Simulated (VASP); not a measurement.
Mg2Si:

```xyz
3
Lattice="0.0000 3.1955 3.1955 3.1955 0.0000 3.1955 3.1955 3.1955 0.0000" Properties=species:S:1:pos:R:3 pbc="T T T"
Mg    1.5978    1.5978    1.5978
Mg    4.7933    4.7933    4.7933
Si    0.0000    0.0000    0.0000
```

- Program: VASP 6.6.1
- Task: relaxation of cell and atoms
- Functional: LDA
- Potentials or basis: VASP PAW LDA potentials, release 64 (Mg, Si)
- Cutoff: 600 eV
- k mesh: 10 × 10 × 10
- Occupations: gaussian, width 0.03 eV
- Spin: no spin polarisation

At the start: pressure -3.5 GPa; volume 21.75 Å³/atom.

Task: Where does the relaxation end?

Result: Over 3 steps the energy falls by 16.3 meV/atom and the volume is 20.35 Å³/atom (-6.5 %); space group Fm-3m (No. 225, to 0.05 Å).

The path:
```csv
step,energy change (eV),largest force (eV/Å),pressure (GPa),volume (Å³)
1,0.0000,0.0000,-3.51,65.26
2,-0.0487,0.0000,0.19,60.86
3,-0.0488,0.0000,0.00,61.05
```

Final structure:
```cif
data_structure
_symmetry_space_group_name_H-M 'P 1'
_symmetry_Int_Tables_number 1
_cell_length_a 4.4197
_cell_length_b 4.4197
_cell_length_c 4.4197
_cell_angle_alpha 60.000
_cell_angle_beta 60.000
_cell_angle_gamma 60.000
_cell_volume 61.05
loop_
_atom_site_label
_atom_site_type_symbol
_atom_site_fract_x
_atom_site_fract_y
_atom_site_fract_z
_atom_site_occupancy
Mg1 Mg 0.25000 0.25000 0.25000 1
Mg2 Mg 0.75000 0.75000 0.75000 1
Si1 Si 0.00000 0.00000 0.00000 1
```
